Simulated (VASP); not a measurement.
# GaN (F-43m) in VASP: settings compared

One crystal, GaN, is run at these levels: r2SCAN, r2SCAN+rVV10; tasks: relaxation of cell and atoms.

Everything below comes from runs of VASP 6.6.1. Logs are shortened: lines on timing, memory, paths and dates and some standing lists are left out, and cuts for length are marked.

### Step 1. The structure

The structure is cubic, space group F-43m (No. 216). Conventional cell: a = 4.507 Å, b = 4.507 Å, c = 4.507 Å, α = 90.00°, β = 90.00°, γ = 90.00°. Ga (site symmetry -43m) has 4 N at 1.95 Å as nearest neighbours. N (site symmetry -43m) has 4 Ga at 1.95 Å as nearest neighbours.

The cell is a database's computed one.

### Step 2. Relaxation of cell and atoms, r2SCAN

INCAR

```
SYSTEM = GaN
ALGO     = Normal         ! electronic algorithm
EDIFF    = 1E-7           ! SCF threshold, eV
EDIFFG   = -0.005         ! ionic threshold
ENCUT    = 600            ! plane-wave cutoff, eV
IBRION   = 2              ! ionic algorithm
ISIF     = 3              ! what is computed and relaxed
ISMEAR   = 0              ! smearing method
LASPH    = .True.         ! aspherical terms in the spheres
LCHARG   = .False.        ! write CHGCAR
LMIXTAU  = .True.       
LREAL    = .False.        ! projectors in reciprocal space
LWAVE    = .False.        ! write WAVECAR
METAGGA  = R2SCAN         ! meta-GGA
NELM     = 60             ! most SCF steps
NSW      = 90             ! ionic steps
PREC     = Accurate       ! precision mode
SIGMA    = 0.02           ! smearing width, eV
```

KPOINTS

```
k-points
0
Gamma
  10 10 10
  0 0 0
```

POSCAR

```
GaN
1.0
    0.0000000000      2.2535006100      2.2535006100
    2.2535006100      0.0000000000      2.2535006100
    2.2535006100      2.2535006100      0.0000000000
Ga N
1 1
Direct
    0.0000000000      0.0000000000      0.0000000000
    0.2500000000      0.2500000000      0.2500000000
```

Potentials or basis: VASP PAW PBE potentials, release 64 (Ga_d, N).

Command:

```
> cat potpaw_PBE.64/Ga_d/POTCAR potpaw_PBE.64/N/POTCAR > POTCAR
> mpirun -np 1 vasp_std > vasp.out
```

OUTCAR:

```text
SYSTEM = GaN
   EDIFF = 1E-7
   EDIFFG = -0.005
   ENCUT = 600
   IBRION = 2
   ISIF = 3
   ISMEAR = 0
   LASPH = .True.
   LREAL = .False.
   METAGGA = R2SCAN
   NELM = 60
   NSW = 90
   PREC = Accurate

 ion  position               nearest neighbor table
   1  0.000  0.000  0.000-   2 1.95   2 1.95   2 1.95   2 1.95
   2  0.250  0.250  0.250-   1 1.95   1 1.95   1 1.95   1 1.95

  LATTYP: Found a face centered cubic cell.
 ALAT       =     4.5070012200

  Lattice vectors:

 A1 = (   0.0000000000,   2.2535006100,   2.2535006100)
 A2 = (   2.2535006100,   0.0000000000,   2.2535006100)
 A3 = (   2.2535006100,   2.2535006100,   0.0000000000)

Analysis of symmetry for initial positions (statically):
=====================================================================
 Subroutine PRICEL returns:
 Original cell was already a primitive cell.

 Routine SETGRP: Setting up the symmetry group for a
 face centered cubic supercell.

 Subroutine GETGRP returns: Found 24 space group operations
 (whereof 24 operations were pure point group operations)
 out of a pool of 48 trial point group operations.

The static configuration has the point symmetry T_d .

Analysis of symmetry for dynamics (positions and initial velocities):
=====================================================================
 Subroutine PRICEL returns:
 Original cell was already a primitive cell.

 Routine SETGRP: Setting up the symmetry group for a
 face centered cubic supercell.

 Subroutine GETGRP returns: Found 24 space group operations
 (whereof 24 operations were pure point group operations)
 out of a pool of 48 trial point group operations.

The dynamic configuration has the point symmetry T_d .

 Subroutine INISYM returns: Found 24 space group operations
 (whereof 24 operations are pure point group operations),
 and found     1 'primitive' translations

----------------------------------------------------------------------------------------

                                     Primitive cell

  volume of cell :      22.8877

  direct lattice vectors                    reciprocal lattice vectors
     0.000000000  2.253500610  2.253500610    -0.221877020  0.221877020  0.221877020
     2.253500610  0.000000000  2.253500610     0.221877020 -0.221877020  0.221877020
     2.253500610  2.253500610  0.000000000     0.221877020  0.221877020 -0.221877020

  length of vectors
     3.186931125  3.186931125  3.186931125     0.384302272  0.384302272  0.384302272

  position of ions in fractional coordinates (direct lattice)
     0.000000000  0.000000000  0.000000000
     0.250000000  0.250000000  0.250000000

  ion indices of the primitive-cell ions
   primitive index   ion index
                 1           1
                 2           2

----------------------------------------------------------------------------------------

 KPOINTS: k-points

Automatic generation of k-mesh.
 Grid dimensions read from file:
 generate k-points for:   10   10   10

 Generating k-lattice:

  Cartesian coordinates                     Fractional coordinates (reciprocal lattice)
    -0.022187702  0.022187702  0.022187702     0.100000000  0.000000000  0.000000000
     0.022187702 -0.022187702  0.022187702     0.000000000  0.100000000  0.000000000
     0.022187702  0.022187702 -0.022187702     0.000000000  0.000000000  0.100000000

  Length of vectors
     0.038430227  0.038430227  0.038430227

  Shift w.r.t. Gamma in fractional coordinates (k-lattice)
     0.000000000  0.000000000  0.000000000

 Subroutine IBZKPT returns following result:
 ===========================================

 Found     47 irreducible k-points:

 Following reciprocal coordinates:
            Coordinates               Weight
  0.000000  0.000000  0.000000      1.000000
  0.100000  0.000000  0.000000      8.000000
  0.200000  0.000000  0.000000      8.000000
  0.300000  0.000000  0.000000      8.000000
  0.400000  0.000000  0.000000      8.000000
  0.500000  0.000000  0.000000      4.000000
[... 16 lines left out ...]
  0.300000  0.300000  0.000000      6.000000
  0.400000  0.300000  0.000000     24.000000
 [... further k-points ...]
   k-points           NKPTS =     47   k-points in BZ     NKDIM =     47   number of bands    NBANDS=     13
   number of dos      NEDOS =    301   number of ions     NIONS =      2
   total plane-waves  NPLWV =  21952
   dimension x,y,z NGX =    28 NGY =   28 NGZ =   28
   dimension x,y,z NGXF=    56 NGYF=   56 NGZF=   56
   ions per type =               1   1
   NGX,Y,Z   is equivalent  to a cutoff of  14.61, 14.61, 14.61 a.u.
   NGXF,Y,Z  is equivalent  to a cutoff of  29.21, 29.21, 29.21 a.u.
 SYSTEM =  GaN
   PREC   = accura    normal or accurate (medium, high low for compatibility)
   ISTART =      0    job   : 0-new  1-cont  2-samecut
   ICHARG =      2    charge: 1-file 2-atom 10-const
   ISPIN  =      1    spin polarized calculation?
   LNONCOLLINEAR =      F non collinear calculations
   LSORBIT =      F    spin-orbit coupling
   LASPH  =      T    aspherical Exc in radial PAW
   ENCUT  =  600.0 eV  44.10 Ry    6.64 a.u.   6.37  6.37  6.37*2*pi/ulx,y,z
   NELM   =     60;   NELMIN=  2; NELMDL= -5     # of ELM steps
   EDIFF  = 0.1E-06   stopping-criterion for ELM
   LREAL  =      F    real-space projection
   EDIFFG = -.5E-02   stopping-criterion for IOM
   NSW    =     90    number of steps for IOM
   IBRION =      2    ionic relax: 0-MD 1-quasi-New 2-CG
   NFREE  =      1    steps in history (QN), initial steepest desc. (CG)
   ISIF   =      3    stress and relaxation
   ISYM   =      2    0-nonsym 1-usesym 2-fastsym
   POTIM  = 0.5000    time-step for ionic-motion
   TEBEG  =    0.0;   TEEND  =   0.0 temperature during run
   PSTRESS=    0.0 pullay stress
   NELECT =      18.0000    total number of electrons
   NUPDOWN=      -1.0000    fix difference up-down
   EMIN   =  10.00;   EMAX   =-10.00  energy-range for DOS
   EFERMI =   0.00;   METHOD = LEGACY
   ISMEAR =     0;   SIGMA  =   0.02  broadening in eV -4-tet -1-fermi 0-gaus
   EFERMI_NEDOS =   21; number of points for ismear=-14 and -15
   IALGO  =     38    algorithm
   IMIX   =      4    mixing-type and parameters
     AMIX     =   0.40;   BMIX     =  1.00
     AMIX_MAG =   1.60;   BMIX_MAG =  1.00
  volume/ion in A,a.u.               =      11.44        77.23
  Fermi-wavevector in a.u.,A,eV,Ry     =   1.511117  2.855596 31.068543  2.283473
  Thomas-Fermi vector in A             =   2.621216
   LORBIT       =      0    0 simple, 1 ext, 2 COOP (PROOUT), +10 PAW based schemes
   METAGGA = R2SCAN    functional components
   LHFCALC =     F    Hartree Fock is set to
   AEXX    =    0.0000 exact exchange contribution
   IVDW    =     0    specifies the selected vdW correction
   LEPSILON=     F    determine dielectric tensor
   LRPA    =     F    only Hartree local field effects (RPA)
 conjugate gradient relaxation of ions
 non-spin polarized calculation
 Gauss-broadening in eV      SIGMA  =   0.02
  energy-cutoff  :      600.00
  volume of cell :       22.89
 maximum number of plane-waves:       785
 NGX is ok and might be reduce to    28
   NGX = 13   NGY = 13   NGZ = 13

 number of electron      18.0000005 magnetization

 Free energy of the ion-electron system (eV)
  ---------------------------------------------------
  ext. energy  EPLUGINS =         0.00000000
  ---------------------------------------------------
  free energy    TOTEN  =       -21.89820008 eV

  energy without entropy =      -21.89820008  energy(sigma->0) =      -21.89820008

 E-fermi :   5.1745     XC(G=0): -12.6344

 val. band max:        5.0161009891   @ k =   0.0000   0.0000   0.0000
 cond. band min:       7.1354781928   @ k =   0.0000   0.0000   0.0000
 fundamental gap:      2.1193772037
 Fermi energy:         5.1744526859

 k-point     1 :       0.0000    0.0000    0.0000
  band No.  band energies     occupation
      1     -11.7144      2.00000
      2      -8.8156      2.00000
      3      -8.8156      2.00000
      4      -8.8156      2.00000
      5      -8.4649      2.00000
      6      -8.4649      2.00000
      7       5.0161      2.00000
      8       5.0161      2.00000
      9       5.0161      2.00000
     10       7.1355      0.00000
     11      16.0203      0.00000
     12      16.0203      0.00000
     13      16.0203      0.00000

 k-point     2 :       0.1000    0.0000    0.0000
  band No.  band energies     occupation
      1     -11.6038      2.00000
      2      -8.8014      2.00000
      3      -8.8014      2.00000
      4      -8.7751      2.00000
      5      -8.4661      2.00000
      6      -8.4661      2.00000
      7       3.9233      2.00000
      8       4.9068      2.00000
      9       4.9068      2.00000
     10       7.9886      0.00000
     11      15.5192      0.00000
     12      16.1907      0.00000
     13      16.1907      0.00000

 k-point     3 :       0.2000    0.0000    0.0000
  band No.  band energies     occupation
      1     -11.3212      2.00000
      2      -8.7681      2.00000
      3      -8.7681      2.00000
      4      -8.6132      2.00000
      5      -8.4650      2.00000
      6      -8.4650      2.00000
      7       2.0591      2.00000
      8       4.6374      2.00000
      9       4.6374      2.00000
     10       9.1265      0.00000
     11      14.7347      0.00000
     12      16.4563      0.00000
     13      16.4563      0.00000
[... 305 lines left out ...]
 k-point    23 :       0.3000    0.3000    0.0000
  band No.  band energies     occupation
      1     -10.8122      2.00000
      2      -8.6424      2.00000
      3      -8.6176      2.00000
      4      -8.6176      2.00000
      5      -8.4131      2.00000
      6      -8.0601      2.00000
      7       0.7525      2.00000
      8       3.0789      2.00000
      9       3.0789      2.00000
     10       9.9631      0.00000
     11      12.7094      0.00000
     12      16.9047      0.00000
     13      18.4156      0.00000

 k-point    24 :       0.4000    0.3000    0.0000
  band No.  band energies     occupation
      1     -10.6703      2.00000
      2      -8.6620      2.00000
      3      -8.5805      2.00000
      4      -8.5772      2.00000
      5      -8.4032      2.00000
      6      -7.6406      2.00000
      7      -0.1060      2.00000
      8       2.4843      2.00000
      9       2.8039      2.00000
     10       9.9356      0.00000
     11      12.7774      0.00000
     12      16.5554      0.00000
     13      18.7472      0.00000

 [... further k-points ...]

------------------------ aborting loop because EDIFF is reached ----------------------------------------

  FORCE on cell =-STRESS in cart. coord.  units (eV):
  Direction    XX          YY          ZZ          XY          YZ          ZX
  --------------------------------------------------------------------------------------
  -------------------------------------------------------------------------------------
  Total       -0.0042270     -0.0042270     -0.0042270      0.0000000     -0.0000000      0.0000000
  in kB       -0.2958979     -0.2958979     -0.2958979      0.0000000     -0.0000000      0.0000000
  external PRESSURE =      -0.2958979 kB  Pullay stress =       0.0000000 kB

 VOLUME and BASIS-vectors are now :
 -----------------------------------------------------------------------------
  energy-cutoff  :      600.00
  volume of cell :       22.89
      direct lattice vectors                 reciprocal lattice vectors
     0.000000000  2.253500610  2.253500610    -0.221877020  0.221877020  0.221877020
     2.253500610  0.000000000  2.253500610     0.221877020 -0.221877020  0.221877020
     2.253500610  2.253500610  0.000000000     0.221877020  0.221877020 -0.221877020

 POSITION                                       TOTAL-FORCE (eV/Angst)
 -----------------------------------------------------------------------------------
      0.00000      0.00000      0.00000         0.000000      0.000000      0.000000
      1.12675      1.12675      1.12675        -0.000000     -0.000000     -0.000000
 -----------------------------------------------------------------------------------
    total drift:                                0.000018      0.000018      0.000018

  FREE ENERGIE OF THE ION-ELECTRON SYSTEM (eV)
  ---------------------------------------------------
  free  energy   TOTEN  =       -21.8982000822 eV

  energy  without entropy=      -21.8982000822  energy(sigma->0) =      -21.89820008

 reached required accuracy - stopping structural energy minimisation
```

Wall time 69 s (1 thread of Intel Xeon 6975P-C (Granite Rapids), shared host); peak memory 0.17 GiB.

What came out:

- Free energy: -21.8982 eV
- Pressure after relaxing: 0.0 GPa
- Band gap on the k mesh: 2.12 eV, direct

Final structure:
```
Ga N
1.0
     0.00000    2.25350    2.25350
     2.25350    0.00000    2.25350
     2.25350    2.25350    0.00000
Ga N
1 1
Direct
  0.00000 0.00000 0.00000
  0.25000 0.25000 0.25000
```

Levels at points of the mesh, in eV from the valence-band top:
```
           k point  band 7  band 8  band 9  band 10  band 11  band 12
(0.00, 0.00, 0.00)    0.00    0.00    0.00     2.12    11.00    11.00
(0.50, 0.00, 0.00)   -7.16   -1.00   -1.00     5.16     9.44    11.00
(0.50, 0.50, 0.00)   -6.22   -2.78   -2.78     3.77     7.24    12.58
```

Caveat: the relaxation stopped at its first step, so nothing moved; the PAW data sets were made with another functional, which shifts forces and pressure a little.

[end of part 1 of 2]
